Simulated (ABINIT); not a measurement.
# Si2W in ABINIT: convergence with k mesh

The system is Si2W.

```
W Si
1.0
    -1.60690    1.60690    3.91495
     1.60690   -1.60690    3.91495
     1.60690    1.60690   -3.91495
W Si
1 2
Direct
  0.00000 0.00000 0.00000
  0.66530 0.66530 0.00000
  0.33470 0.33470 0.00000
```

```yaml
Program: ABINIT 10.8.3 (patched build)
Task: single point
Functional: BLYP
Potentials_or_basis: PseudoDojo NC SR PBE v0.4.1 standard
Cutoff: 1007 eV
k_mesh: 2 × 2 × 2
Occupations: fermi-dirac, width 0.05 eV
Spin: no spin polarisation
```

These are the settings of the first run; the series varies k mesh, with any setting tied to it.

Hardware: 1 thread of Arm Neoverse V1, on a shared host.

```
      k mesh  energy less the tightest run, at zero smearing (meV/atom)  pressure (GPa)  largest force (eV/Å)  SCF cycles  CPU time (s)  peak memory (GiB)
   2 × 2 × 2                                                     128.94           14.95                 0.355          11           8.6               0.09
   4 × 4 × 4                                                      12.58           14.09                 0.212          10            29               0.09
   5 × 5 × 5                                                       6.27           13.36                 0.035           9            40                0.1
   6 × 6 × 6                                                      -1.87           13.24                 0.011          10            68                0.1
   7 × 7 × 7                                                      -0.63           13.33                 0.027           9            89               0.11
   8 × 8 × 8                                                      -0.68           13.34                 0.040          10           130               0.12
10 × 10 × 10                                                       0.62           13.36                 0.035           9           210               0.15
12 × 12 × 12                                                       0.00           13.35                 0.007          10           380               0.19
```

Against the tightest run, the energy stays within 1 meV/atom from 7 × 7 × 7 on; the pressure stays within 0.1 GPa from 7 × 7 × 7 on. Not settled before the last step: the largest force (to 0.005 eV/Å). Meshes of other sizes hit other points, so gaps and Fermi surfaces needn't settle smoothly. The tightest run that finished is the yardstick and may itself not be fully converged.

Caveat, for the tightest run too: the potentials were made for another functional, which shifts forces and pressure. The run has no spin-orbit coupling, so splittings on W are missing.
